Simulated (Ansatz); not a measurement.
Runs of Ansatz 0.2.0 on NbAs. It takes space group I4_1md (No. 109, tetragonal). Conventional cell: a = 3.452 Å, b = 3.452 Å, c = 11.680 Å, α = 90.00°, β = 90.00°, γ = 90.00°. Nb (site symmetry 2mm) has 6 As at 2.60 to 2.63 Å as nearest neighbours. Around As (site symmetry 2mm) lie 6 Nb at 2.60 to 2.63 Å. 

| task | level | cutoff (eV) | points for each segment of the path | gap on the mesh (eV) | pressure (GPa) | V0 of scaled cells (Å³/atom) | B0 (GPa) | largest force (eV/Å) |
| --- | --- | --- | --- | --- | --- | --- | --- | --- |
| band structure | r2SCAN | 500 | 14 | none | 2.0 | - | - | 0.28 |
| equation of state | LDA | 420 | - | - | - | 16.85 | 187 | - |
| equation of state | r2SCAN | 500 | - | - | - | 17.59 | 173 | - |
| equation of state | PBEsol | 420 | - | - | - | (a) | (b) | - |
| band structure | LDA | 420 | 14 | none | -5.5 | - | - | 0.28 |

Alike in all rows: potentials or basis Ansatz PAW; no spin polarisation; cell as given; k mesh 11 × 11 × 11; smearing fermi-dirac 0.05 eV.

**Question.** Fill in the values left out.

**Answer.** (a) 17.16; (b) 179.

Caveats: the cell was scaled at fixed shape and fractional positions, which overstates the stiffness of a crystal with free parameters, most of all of layers and chains (some runs); the PAW data sets come from PBE, with cores solved anew for the run's functional, which leaves a small shift of forces and pressure (some runs); the PAW data sets were made with another functional, which shifts forces and pressure a little (some runs).

A k mesh can miss the band edges, and the runs leave out spin-orbit coupling on As, Nb.

A gap of «none» marks a metal or a gap under the smearing width.
